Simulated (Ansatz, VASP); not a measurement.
# FeO (Wuestite): VASP beside Ansatz

```
Fe O
1.0
     0.00000    2.17695    2.15540
     2.17695    0.00000    2.15540
     2.17695    2.17695    0.00000
Fe O
1 1
Direct
  0.00000 0.00000 0.00000
  0.50000 0.50000 0.50000
```

Alike in both runs: task single point; functional PBEsol; k mesh 9 × 9 × 9; occupations fermi-dirac, width 0.05 eV; collinear spin.

|  | VASP | Ansatz |
| --- | --- | --- |
| version | VASP 6.6.1 | Ansatz 0.2.0 |
| potentials or method | VASP PAW PBE potentials, release 64 (Fe, O) | Ansatz PAW |
| plane-wave cutoff (eV) | 520 | 420 |
| valence electrons in the cell | 14 | 22 |

|  | VASP | Ansatz | Ansatz less VASP |
| --- | --- | --- | --- |
| gap on the k mesh at the Fermi level (eV) | none | none | - |
| pressure (GPa) | -11.5 | -11.7 | -0.25 |
| largest component of the traceless stress (GPa) | 0.61 | 0.57 | -0.038 |
| net moment per atom (μB) | 2.00 | 2.00 | 0.000 |
| size of the moment on the site where the two differ most (μB) | 3.62 | 3.44 | -0.172 |

Site moments also hang on the region over which each program counts them. A gap of «none» marks a metal or a gap that the smearing closes. The two sets of potentials don't hold the same shells in valence.

Caveats: a cell with one magnetic atom can't hold antiferromagnetic order, which such compounds often take; semilocal functionals often make such compounds metallic where correlation or magnetic order opens a gap, which also shifts bond lengths; the PAW data sets were made with another functional, which shifts forces and pressure a little (VASP); the pressure holds a Pulay correction of +0.7 GPa for the finite cutoff (Ansatz); the PAW data sets come from PBE, with cores solved anew for the run's functional, which leaves a small shift of forces and pressure (Ansatz).
